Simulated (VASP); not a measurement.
**MnAs: single point with r2SCAN**

MnAs:

```
Mn As
1.0
     3.36162    0.00000    0.00000
     0.00000    3.36162    0.00000
     0.00000    0.00000    3.36162
Mn As
1 1
Direct
  0.00000 0.00000 0.00000
  0.50000 0.50000 0.50000
```

The cell was built by a generator and needn't be a form met in nature.

| Item | Value |
| --- | --- |
| Program | VASP 6.6.1 |
| Task | single point |
| Functional | r2SCAN |
| Potentials or basis | VASP PAW PBE potentials, release 64 (Mn_pv, As) |
| Cutoff | 520 eV |
| k mesh | 8 × 8 × 8 |
| Occupations | fermi-dirac, width 0.05 eV |
| Spin | collinear spin, ferromagnetic start |
| Starting moments | [4.0, 0.0] μB |

- Pressure: -7.2 GPa
- Band gap on the k mesh: none (metal or under the smearing width)
- Net moment: 3.94 μB per cell
- Site moments: Mn +4.15; As -0.26 μB
- Valence electrons inside the program's atomic spheres: Mn 11.29; As 2.74

Levels at points of the mesh, in eV from the Fermi level:
Spin up:
```tsv
k point	band 7	band 8	band 9	band 10	band 11	band 12	band 13	band 14	band 15	band 16
(0.00, 0.00, 0.00)	-3.52	-3.52	-3.52	0.10	0.10	0.10	1.76	6.63	6.63	14.06
(0.50, 0.00, 0.00)	-4.13	-4.13	-3.48	-3.12	2.45	2.45	4.83	7.42	7.54	7.69
(0.50, 0.50, 0.00)	-4.46	-3.81	-3.81	-3.37	-3.14	-0.11	2.48	9.34	9.34	9.88
(0.50, 0.50, 0.50)	-5.56	-3.35	-3.35	-0.20	-0.20	-0.20	1.45	1.45	1.45	4.25
```
Spin down:
```
           k point  band 4  band 5  band 6  band 7  band 8  band 9  band 10  band 11
(0.00, 0.00, 0.00)  -13.68   -0.30   -0.30   -0.30    0.02    0.02     1.59     1.59
(0.50, 0.00, 0.00)  -12.14   -6.73   -0.85   -0.85    0.64    1.69     2.35     3.83
(0.50, 0.50, 0.00)  -10.97   -4.85   -4.85   -0.80    0.97    0.97     1.63     1.87
(0.50, 0.50, 0.50)   -9.50   -4.34   -4.34   -4.34    2.31    2.31     2.31     2.42
```

It took 2.6 min on 1 thread of Intel(R) Xeon(R) Platinum 8488C (Sapphire Rapids), on a shared host, peak memory 0.2 GiB.

Caveat: the PAW data sets were made with another functional, which shifts forces and pressure a little; a cell with one magnetic atom can't hold antiferromagnetic order, which such compounds often take.
